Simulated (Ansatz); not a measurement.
ZnS (Wurtzite-2H):

```
Zn S
1.0
     3.81100    0.00000    0.00000
    -1.90550    3.30042    0.00000
     0.00000    0.00000    6.23400
Zn S
2 2
Direct
  0.66667 0.33333 0.50000
  0.33333 0.66667 0.00000
  0.66667 0.33333 0.88500
  0.33333 0.66667 0.38500
```

```yaml
Program: Ansatz 0.2.0
Task: relaxation of cell and atoms
Functional: PBE0
Potentials_or_basis: Ansatz PAW
Cutoff: "420 eV (not typed: the program's choice for these potentials)"
k_mesh: 4 × 4 × 2
Occupations: fermi-dirac, width 0.05 eV
Spin: no spin polarisation
```

At the start: volume 19.60 Å³/atom.

Task: Where does the relaxation end?

Result: It ends after 5 steps and the volume is 19.95 Å³/atom (+1.8 %); space group P6_3mc (No. 186, to 0.05 Å).

The path:
```tsv
step	energy change (eV)	largest force (eV/Å)	volume (Å³)
1	0.0000	0.3369	78.41
2	-0.0166	0.2334	79.28
3	-0.0278	0.0126	79.81
4	-0.0279	0.0000	79.80
5	-0.0287	0.0000	79.80
```

Final structure:
```cif
data_structure
_symmetry_space_group_name_H-M 'P 1'
_symmetry_Int_Tables_number 1
_cell_length_a 3.8356
_cell_length_b 3.8356
_cell_length_c 6.2637
_cell_angle_alpha 90.000
_cell_angle_beta 90.000
_cell_angle_gamma 120.000
_cell_volume 79.80
loop_
_atom_site_label
_atom_site_type_symbol
_atom_site_fract_x
_atom_site_fract_y
_atom_site_fract_z
_atom_site_occupancy
Zn1 Zn 0.66667 0.33333 0.50498 1
Zn2 Zn 0.33333 0.66667 0.00498 1
S1 S 0.66667 0.33333 0.88002 1
S2 S 0.33333 0.66667 0.38002 1
```

Caveat: the k mesh is coarse (spacing up to 0.50 Å⁻¹), so the values aren't converged, least of all with exact exchange; the plane-wave basis is chosen anew once the cell has moved, so the energies of steps on either side of that aren't comparable; the PAW data sets come from PBE, with cores solved anew for the run's functional, which leaves a small shift of forces and pressure.
